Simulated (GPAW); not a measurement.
# TiO2 (Anatase) (I4_1/amd) in GPAW: further runs

Aim: see how the results for TiO2 (Anatase) move with the level of theory and the settings. Levels: PBE, LDA, optPBE-vdW. Tasks: dielectric tensor, phonons.

Program: GPAW 26.7.0. These are calculated values, not measurements. Logs are shortened: lines on timing, memory, paths and dates and some standing lists are left out, and cuts for length are marked. The log counts tension as positive stress, the text compression.

### Step 1. Starting point

It takes space group I4_1/amd (No. 141, tetragonal). The conventional cell has a = 3.784 Å, b = 3.784 Å, c = 9.515 Å, α = 90.00°, β = 90.00°, γ = 90.00°. Around Ti (site symmetry -4m2) lie 6 O at 1.93 to 1.98 Å. O (site symmetry 2mm) has 3 Ti at 1.93 to 1.98 Å as nearest neighbours.

### Step 2. Dielectric tensor, PBE

run.py reads:

```python
import numpy as np
from ase import Atoms
from ase.dft.bandgap import bandgap
from ase.io import write
from gpaw import GPAW, PW
from gpaw.response.df import DielectricFunction

atoms = Atoms(['Ti', 'Ti', 'O', 'O', 'O', 'O'],
              cell=[[-1.8921, 1.8921, 4.7573],
                    [1.8921, -1.8921, 4.7573],
                    [1.8921, 1.8921, -4.7573]],
              scaled_positions=[[0.75, 0.25, 0.5],
                                [0.0, 0.0, 0.0],
                                [0.7919, 0.7919, 0.0],
                                [0.5419, 0.0419, 0.5],
                                [0.9581, 0.4581, 0.5],
                                [0.2081, 0.2081, 0.0]],
              pbc=True)

calc = GPAW(mode=PW(600),
            xc='PBE',
            kpts={'size': (8, 8, 8), 'gamma': True},
            occupations={'name': 'fermi-dirac', 'width': 0.001},
            nbands=43,
            convergence={'density': 1e-06},
            maxiter=150,
            txt='gpaw.txt')
atoms.calc = calc
energy = atoms.get_potential_energy()
calc.write('gs.gpw')
write('result.traj', atoms)
print(f'Energy: {energy:.6f} eV')
print('Fermi level:', round(calc.get_fermi_level(), 4), 'eV')
print(f'Gap: {bandgap(calc)[0]:.4f} eV, direct: {bandgap(calc, direct=True)[0]:.4f} eV')

for size in [(8, 8, 8), (11, 11, 11)]:
    name = 'x'.join(str(n) for n in size)
    dense = calc.fixed_density(kpts={'size': size, 'gamma': True},
                               nbands=78, convergence={'bands': 72, 'eigenstates': 1e-7},
                               update_fermi_level=True, txt=f'dense-{name}.txt')
    dense.write(f'{name}.gpw', mode='all')
    df = DielectricFunction(f'{name}.gpw', frequencies=np.array([0.0]), hilbert=False, eta=0.001,
                            ecut=80, nbands=72, intraband=False, txt=f'df-{name}.txt')
    for xc in ['RPA', 'LR0.1', 'LR0.3']:
        for direction in ['x', 'y', 'z', [0, 1, 1], [1, 0, 1], [1, 1, 0]]:
            e0, e = df.get_macroscopic_dielectric_constant(xc=xc, direction=direction)
            print(f'{name} {xc} {direction}: {e0:.4f} without, {e:.4f} with local fields')
```

Potentials or basis: GPAW PAW data sets (gpaw-data 1.2.1), pw.

Started as:

```sh
> OMP_NUM_THREADS=1 python run.py
```

gpaw.txt:

```text
__  _  _
 | _ |_)|_||  |
 |__||  | ||/\| - 26.7.0

Input parameters:
  mode=PW(ecut=600.0),
  convergence={'density': 1e-06},
  kpts=MonkhorstPack(size=(8, 8, 8), gamma=True),
  maxiter=150,
  nbands=43,
  occupations=Occupations(name='fermi-dirac', width=0.001),
  xc=XC(name='PBE')

Diagonalizing LCAO Hamiltonian
Converting LCAO to pw mode

       O

         O

         Ti

       O O

       Ti

Atoms  # Å, Bohr magnetons
|   | symbol |         x |         y |        z |    initial magnetic moments |
|---|--------|-----------|-----------|----------|-----------------------------|
| 0 |     Ti |  0.000000 |  1.892100 | 2.378650 | ( 0.0000,  0.0000,  0.0000) |
| 1 |     Ti |  0.000000 |  0.000000 | 0.000000 | ( 0.0000,  0.0000,  0.0000) |
| 2 |      O | -0.000000 |  0.000000 | 7.534612 | ( 0.0000,  0.0000,  0.0000) |
| 3 |      O |  0.000000 |  1.892100 | 0.398662 | ( 0.0000,  0.0000,  0.0000) |
| 4 |      O |  0.000000 |  1.892100 | 4.358638 | ( 0.0000,  0.0000,  0.0000) |
| 5 |      O |  0.000000 | -0.000000 | 1.979988 | ( 0.0000,  0.0000,  0.0000) |

Unit cell  # Å
| periodic |         x |         y |         z |  lengths |     angles |
|----------|-----------|-----------|-----------|----------|------------|
|      yes | -1.892100 |  1.892100 |  4.757300 | 5.458204 | 139.434593 |
|      yes |  1.892100 | -1.892100 |  4.757300 | 5.458204 | 139.434593 |
|      yes |  1.892100 |  1.892100 | -4.757300 | 5.458204 |  58.712803 |

Number of symmetries: 8
Symmetry operations  # r_c * U_cc + t_c -> r_c
|   | kind |            matrix            |
|---|------|------------------------------|
| 0 |  σ   |  1, 1, 1,  0, 0,-1,  0,-1, 0 |
| 1 |  E   |  1, 0, 0,  0, 1, 0,  0, 0, 1 |
| 2 |  C2  |  0, 1, 0,  1, 0, 0, -1,-1,-1 |
| 3 |  S4  |  0, 0, 1, -1,-1,-1,  0, 1, 0 |
| 4 |  σ   |  0, 0,-1,  1, 1, 1, -1, 0, 0 |
| 5 |  C2  |  0,-1, 0, -1, 0, 0,  0, 0,-1 |
| 6 |  C2  | -1, 0, 0,  0,-1, 0,  1, 1, 1 |
| 7 |  S4  | -1,-1,-1,  0, 0, 1,  1, 0, 0 |

BZ-sampling:
  Number of BZ points: 512
  Number of IBZ points: 59

  Monkhorst-Pack size: [8, 8, 8]
  Monkhorst-Pack shift: [0.0625, 0.0625, 0.0625]

K-points  # in reciprocal-cell coordinates
|     |                                coordinates |     weight |
|-----|--------------------------------------------|------------|
|   0 | (  0.00000000,   0.00000000,   0.00000000) | 0.00195312 |
|   1 | (  0.12500000,  -0.12500000,   0.00000000) | 0.00781250 |
|   2 | (  0.12500000,  -0.12500000,   0.12500000) | 0.00781250 |
|   3 | (  0.12500000,   0.00000000,   0.00000000) | 0.01562500 |
|   4 | (  0.12500000,   0.12500000,  -0.12500000) | 0.00390625 |
|   5 | (  0.25000000,  -0.25000000,   0.00000000) | 0.00781250 |
|   6 | (  0.25000000,  -0.25000000,   0.12500000) | 0.01562500 |
|   7 | (  0.25000000,  -0.25000000,   0.25000000) | 0.00781250 |
|   8 | (  0.25000000,  -0.12500000,   0.00000000) | 0.03125000 |
|   9 | (  0.25000000,  -0.12500000,   0.12500000) | 0.01562500 |
| ... |                                            |            |
|  58 | (  0.50000000,   0.50000000,   0.50000000) | 0.00195312 |

Plane wave coefficients: 2299
Cutoff: 600.0 eV

Spin-components: 1 (collinear spins)
Bands:           43
Projectors:      32
Spin-degeneracy: 2
Datatype:        complex128

Parallelization:
  kpt:    1
  domain: 1
  band:   1

Density:
  Valence electrons: 48.0
  Components: 1
  Grid points: [32 32 32]
  Charge: 0.0  # |e|

Potential:
  Grid points: [32 32 32]

species:
  Ti:
    name:    Titanium
    Z:       22.0
    valence: 12
    core:    10
    charge:  0.0  # [|e|]
    compensation charges:
      type: gauss
      rc: 0.38  # [Å]
      lmax: 2
    cutoffs:
      filter: 2.23  # [Å]
      core: 1.02  # [Å]
    projectors
    | kind |    occ | energy [eV] | rcut [Å] |
    |------|--------|-------------|----------|
    |   3s |  2.000 |     -62.623 |    1.270 |
    |   4s |  2.000 |      -4.466 |    1.270 |
    |   3p |  6.000 |     -38.862 |    1.058 |
    |   4p |  0.000 |      -1.466 |    1.058 |
    |   3d |  2.000 |      -4.258 |    1.058 |
    |    d |        |      22.953 |    1.058 |

    Using partial waves for Ti as LCAO basis

  O:
    name:    Oxygen
    Z:       8.0
    valence: 6
    core:    2
    charge:  0.0  # [|e|]
    compensation charges:
      type: gauss
      rc: 0.21  # [Å]
      lmax: 2
    cutoffs:
      filter: 1.17  # [Å]
      core: 0.83  # [Å]
    projectors
    | kind |    occ | energy [eV] | rcut [Å] |
    |------|--------|-------------|----------|
    |   2s |  2.000 |     -23.961 |    0.688 |
    |   2p |  4.000 |      -9.029 |    0.598 |
    |    s |        |       3.251 |    0.688 |
    |    p |        |      18.182 |    0.598 |
    |    d |        |       0.000 |    0.619 |

    Using partial waves for O as LCAO basis

Reference energy: -54611.437768  # eV

eigensolver:
  PPCG
  Converge bands: occupied
  niter=2

density mixing:
  MSR1-Mixer
  Pratt-step length: 0.05
  Maximum mixing coefficient: 0.75
  Old densities: 10
  SVD Regularization: 0.005
  Good broyden scale: 1.0
  Trust region scale: 1.0
  Backstep threshold: 4.0
  History deletion threshold: 6.0
  Fourier metric: weight=20.0, sigma=0.015

occupation numbers:
  Fermi-Dirac:
    width: 0.0010  # eV

poisson solver:
  ecut: 4800.0  # eV

xc functional:
  name: PBE with 2 nearest neighbor stencil

convergence criteria:
- Maximum integral of absolute [dens]ity change: 1e-06 electrons / valence electron
- Maximum [total energy] change in last 3 cyles: 0.0005 eV / valence electron
- Maximum integral of absolute [eigenst]ate change: 4e-08 eV^2 / valence electron
maximum number of iterations: 150

SCF iterations
|iter     | |      energy | eigst |  dens |
|---------|-|-------------|-------|-------|
|iter:   1| |  -61.215843 | -0.16 |       |
|iter:   2| |  -58.218674 | -1.89 | -0.78 |
|iter:   3| |  -52.551176 | -0.68 | -0.84 |
|iter:   4| |  -52.053050 | -1.86 | -1.31 |
|iter:   5| |  -52.027488 | -2.56 | -1.59 |
|iter:   6| |  -52.017558 | -3.46 | -2.00 |
|iter:   7| |  -52.017665c| -4.67 | -2.88 |
|iter:   8| |  -52.017699c| -5.81 | -3.40 |
|iter:   9| |  -52.017699c| -6.90 | -3.96 |
|iter:  10| |  -52.017699c| -7.49c| -4.21 |
|iter:  11| |  -52.017699c| -8.03c| -4.92 |
|iter:  12| |  -52.017699c| -8.34c| -5.26 |
|iter:  13| |  -52.017699c| -8.83c| -5.54 |
|iter:  14| |  -52.017699c| -9.68c| -6.41c|

Converged in 14 steps
Energy contributions relative to reference atoms: (reference = -54611.437768)

Energy contributions:
  Kinetic:          58.409865
  Coulomb:         -67.234204
  Zero:              0.962114
  External:          0.000000
  Xc:              -44.155474
  Entropy:          -0.000000
  Spinorbit:         0.000000
  ----------------------------
  Free energy:     -52.017699
  Extrapolated:    -52.017699

dipole moment: (-26.560075, -6.879757, 11.350124)  # |e|*Ang

Fermi level: 4.761
Eigenvalues  # (at kpt = [0.000, 0.000, 0.000])
| band index |      eig [eV] | occ [0-2] |
|------------|---------------|-----------|
|          0 |       -52.202 |     2.000 |
|        ... |               |           |
|         16 |         2.053 |     2.000 |
|         17 |         2.053 |     2.000 |
|         18 |         2.105 |     2.000 |
|         19 |         3.361 |     2.000 |
|         20 |         3.375 |     2.000 |
|         21 |         3.375 |     2.000 |
[... 8 lines left out ...]
|         30 |         9.194 |     0.000 |
|         31 |         9.475 |     0.000 |
|        ... |               |           |
|         42 |        22.601 |     0.000 |

Gap: 2.173 eV
Transition (v -> c):
  (s=0, k=15, n=23, [0.38, -0.38, 0.00]) -> (s=0, k=0, n=24, [0.00, 0.00, 0.00])
Direct/indirect transitions are different
Direct gap: 2.474 eV
Transition at: (s=0, k=13, n=23, [0.25, 0.25, -0.25])
# Writing to gs.gpw (mode='')
```

Run time: 29 min. Hardware: 1 thread of Arm Neoverse V1, shared host; peak memory 1.2 GiB.

Results:

- Free energy: -52.0177 eV
- Band gap on the k mesh: 2.17 eV, indirect (least direct gap 2.47 eV)
- Electronic dielectric tensor (diagonal): 6.02, 6.02, 5.58

Electronic dielectric tensor:
```
6.02 0.00 0.00
0.00 6.02 0.00
0.00 0.00 5.58
```

Caveat: the long-wavelength limit can be off by several per cent where d states take part; an odd mesh through Γ misses points on the zone boundary, where band edges often lie.

### Step 3. Dielectric tensor, LDA

run.py, as its differences from that of step 2:

```diff
@@ -20,3 +20,3 @@
 calc = GPAW(mode=PW(600),
-            xc='PBE',
+            xc='LDA',
             kpts={'size': (8, 8, 8), 'gamma': True},
@@ -43,3 +43,3 @@
                             ecut=80, nbands=72, intraband=False, txt=f'df-{name}.txt')
-    for xc in ['RPA', 'LR0.1', 'LR0.3']:
+    for xc in ['RPA', 'ALDA', 'LR0.1']:
         for direction in ['x', 'y', 'z', [0, 1, 1], [1, 0, 1], [1, 1, 0]]:
```

Potentials or basis: the program's PAW data sets (release 1.2.1) made for this functional, pw.

Started as:

```sh
> OMP_NUM_THREADS=1 python run.py
```

gpaw.txt:

```text
__  _  _
 | _ |_)|_||  |
 |__||  | ||/\| - 26.7.0

Input parameters:
  mode=PW(ecut=600.0),
  convergence={'density': 1e-06},
  kpts=MonkhorstPack(size=(8, 8, 8), gamma=True),
  maxiter=150,
  nbands=43,
  occupations=Occupations(name='fermi-dirac', width=0.001),
  xc=XC(name='LDA')

Diagonalizing LCAO Hamiltonian
Converting LCAO to pw mode

       O

         O

         Ti

       O O

       Ti

Atoms  # Å, Bohr magnetons
|   | symbol |         x |         y |        z |    initial magnetic moments |
|---|--------|-----------|-----------|----------|-----------------------------|
| 0 |     Ti |  0.000000 |  1.892100 | 2.378650 | ( 0.0000,  0.0000,  0.0000) |
| 1 |     Ti |  0.000000 |  0.000000 | 0.000000 | ( 0.0000,  0.0000,  0.0000) |
| 2 |      O | -0.000000 |  0.000000 | 7.534612 | ( 0.0000,  0.0000,  0.0000) |
| 3 |      O |  0.000000 |  1.892100 | 0.398662 | ( 0.0000,  0.0000,  0.0000) |
| 4 |      O |  0.000000 |  1.892100 | 4.358638 | ( 0.0000,  0.0000,  0.0000) |
| 5 |      O |  0.000000 | -0.000000 | 1.979988 | ( 0.0000,  0.0000,  0.0000) |

Unit cell  # Å
| periodic |         x |         y |         z |  lengths |     angles |
|----------|-----------|-----------|-----------|----------|------------|
|      yes | -1.892100 |  1.892100 |  4.757300 | 5.458204 | 139.434593 |
|      yes |  1.892100 | -1.892100 |  4.757300 | 5.458204 | 139.434593 |
|      yes |  1.892100 |  1.892100 | -4.757300 | 5.458204 |  58.712803 |

Number of symmetries: 8
[... 123 lines left out ...]
  Backstep threshold: 4.0
  History deletion threshold: 6.0
  Fourier metric: weight=20.0, sigma=0.015

occupation numbers:
  Fermi-Dirac:
    width: 0.0010  # eV

poisson solver:
  ecut: 4800.0  # eV

xc functional:
  name: None

convergence criteria:
- Maximum integral of absolute [dens]ity change: 1e-06 electrons / valence electron
- Maximum [total energy] change in last 3 cyles: 0.0005 eV / valence electron
- Maximum integral of absolute [eigenst]ate change: 4e-08 eV^2 / valence electron
maximum number of iterations: 150

SCF iterations
|iter     | |      energy | eigst |  dens |
|---------|-|-------------|-------|-------|
|iter:   1| |  -66.209078 | -0.16 |       |
|iter:   2| |  -63.310994 | -1.90 | -0.79 |
|iter:   3| |  -57.785008 | -0.71 | -0.86 |
|iter:   4| |  -57.302201 | -1.90 | -1.33 |
|iter:   5| |  -57.244953 | -2.67 | -1.62 |
|iter:   6| |  -57.227289 | -3.48 | -2.04 |
|iter:   7| |  -57.227195c| -4.73 | -2.95 |
|iter:   8| |  -57.227200c| -5.98 | -3.49 |
|iter:   9| |  -57.227198c| -7.07 | -4.04 |
|iter:  10| |  -57.227198c| -7.81c| -4.31 |
|iter:  11| |  -57.227198c| -8.54c| -4.99 |
|iter:  12| |  -57.227198c| -8.94c| -5.49 |
|iter:  13| |  -57.227198c| -9.51c| -6.16c|

Converged in 13 steps
Energy contributions relative to reference atoms: (reference = -54459.530392)

Energy contributions:
  Kinetic:          51.147998
  Coulomb:         -61.216186
  Zero:              0.848584
  External:          0.000000
  Xc:              -48.007594
  Entropy:          -0.000000
  Spinorbit:         0.000000
  ----------------------------
  Free energy:     -57.227198
  Extrapolated:    -57.227198

dipole moment: (-26.558456, -6.891313, 11.219455)  # |e|*Ang

Fermi level: 4.455
Eigenvalues  # (at kpt = [0.000, 0.000, 0.000])
| band index |      eig [eV] | occ [0-2] |
|------------|---------------|-----------|
|          0 |       -51.954 |     2.000 |
|        ... |               |           |
|         16 |         1.634 |     2.000 |
|         17 |         1.634 |     2.000 |
|         18 |         1.700 |     2.000 |
|         19 |         2.986 |     2.000 |
|         20 |         2.987 |     2.000 |
|         21 |         2.987 |     2.000 |
[... 8 lines left out ...]
|         30 |         8.866 |     0.000 |
|         31 |         9.145 |     0.000 |
|        ... |               |           |
|         42 |        21.911 |     0.000 |

Gap: 2.066 eV
Transition (v -> c):
  (s=0, k=15, n=23, [0.38, -0.38, 0.00]) -> (s=0, k=0, n=24, [0.00, 0.00, 0.00])
Direct/indirect transitions are different
Direct gap: 2.376 eV
Transition at: (s=0, k=13, n=23, [0.25, 0.25, -0.25])
# Writing to gs.gpw (mode='')
```

df-8x8x8.txt:

```text
FrequencyGridDescriptor(from 0.000 to 0.000 eV, 1 points)
FrequencyGridDescriptor(from 0.000 to 0.000 eV, 1 points)

Calculating chi0 body with:
    Ground state adapter containing:
    Number of spins: 1
    Number of kpoints: 512
    Number of irreducible kpoints: 59
    Number of completely occupied states: 24
    Number of partially occupied states: 24

    Linear response parametrization:
[... 375 lines left out ...]
      (4,2)   0.00000023  0.00000000  yes
      (4,3)   0.00000000  0.00000000  yes
      (4,4)   0.00000001  0.00000000  yes
      In total: 0.9999999955988262 of the surface norm square is covered on average
      In total: 0.9999999955988262 of the surface norm square could be covered on average

Finished calculating f(G)
Calculating LR kernel with alpha = 0.1
Calculating LR kernel with alpha = 0.1
Calculating LR kernel with alpha = 0.1
Calculating LR kernel with alpha = 0.1
Calculating LR kernel with alpha = 0.1
Calculating LR kernel with alpha = 0.1
```

Run time: 30 min. Hardware: 1 thread of Arm Neoverse V1, shared host; peak memory 1.8 GiB.

Results:

| Item | Value |
| --- | --- |
| Free energy | -57.2272 eV |
| Band gap on the k mesh | 2.07 eV, indirect (least direct gap 2.38 eV) |
| Electronic dielectric tensor (diagonal) | 6.22, 6.22, 5.77 |

Electronic dielectric tensor:
```
6.22 0.00 0.00
0.00 6.22 0.00
0.00 0.00 5.77
```

Caveat: the long-wavelength limit can be off by several per cent where d states take part; an odd mesh through Γ misses points on the zone boundary, where band edges often lie.

[end of part 1 of 2]
